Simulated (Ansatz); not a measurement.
# Structure relaxation of CaB6

Computed with DFT PBE, scalar-relativistic, plane waves, PAW (Ansatz). Cutoff 420 eV, Γ-centred k mesh, Gaussian smearing, no spin polarisation in the final step.

The start is a random cell of CaB6 without symmetry, drawn with lower limits on the distances.

```yaml
crystal:
  lattice:
    - [3.90986, 0.00000, 0.00000]
    - [1.31282, 4.30312, 0.00000]
    - [-0.21234, -0.67524, 5.10652]
  atoms:
    - { symbol: Ca, position: [0.56612, 0.75671, 0.34026] }
    - { symbol: B, position: [0.90582, 0.62829, 0.75257] }
    - { symbol: B, position: [0.83413, 0.15426, 0.32132] }
    - { symbol: B, position: [0.15545, 0.72725, 0.40509] }
    - { symbol: B, position: [0.78787, 0.01509, 0.52075] }
    - { symbol: B, position: [0.17074, 0.63372, 0.64821] }
    - { symbol: B, position: [0.18955, 0.64388, 0.86803] }
```

Cell and atoms relax at zero pressure; the relaxation can't lower the symmetry of the start. After a coarse first stage the cell is made exact in the group found at 0.06 Å.

Energies over the elements count from the elements' standard structures at the same level, with no empirical corrections.

Task: Which crystal results?

Result: It ends in P-1 (No. 2). Conventional cell: a = 4.372 Å, b = 4.383 Å, c = 4.830 Å, α = 82.4°, β = 83.5°, γ = 78.7°. Ca has 4 B at 2.69–2.74 Å, 4 B at 2.91 Å and 4 B at 3.10–3.13 Å (next B at 3.43 Å); around B on Wyckoff site i (2 atoms of the primitive cell) lie 2 B at 1.61 Å and 2 B at 1.71–1.72 Å; around B on Wyckoff site i (2 atoms of the primitive cell) lie 2 B at 1.61 Å and 2 B at 1.71–1.74 Å; B on Wyckoff site i (2 atoms of the primitive cell) has 2 B at 1.61 Å and 2 B at 1.72–1.75 Å.

```
Ca B
1.0
     4.37219    0.00000    0.00000
     0.85805    4.29779    0.00000
     0.54582    0.54246    4.76804
Ca B
1 6
Cartesian
  0.2729 0.2712 2.3840
  3.5929 3.0150 3.4590
  3.4314 2.8593 1.8625
  2.1832 1.8252 1.3090
  3.2548 2.6780 0.2744
  2.5213 2.1622 4.4936
  2.3446 1.9810 2.9056
```

Task: What are its volume, energy, density and gap?

Result: The volume per atom is 12.80 Å³, the density is 1.94 g/cm³ and the energy over the elements is 0.12 eV/atom. The gap on the 10×10×8 mesh is 0 eV (a metal).

The final run used a 10×10×8 mesh on its 7-atom cell and 0.10 eV smearing. The k mesh leaves about 4 meV/atom of noise in metals. Symmetry constrained the relaxation, so the result can be a saddle point. The steps took roughly 20 core-minutes in all.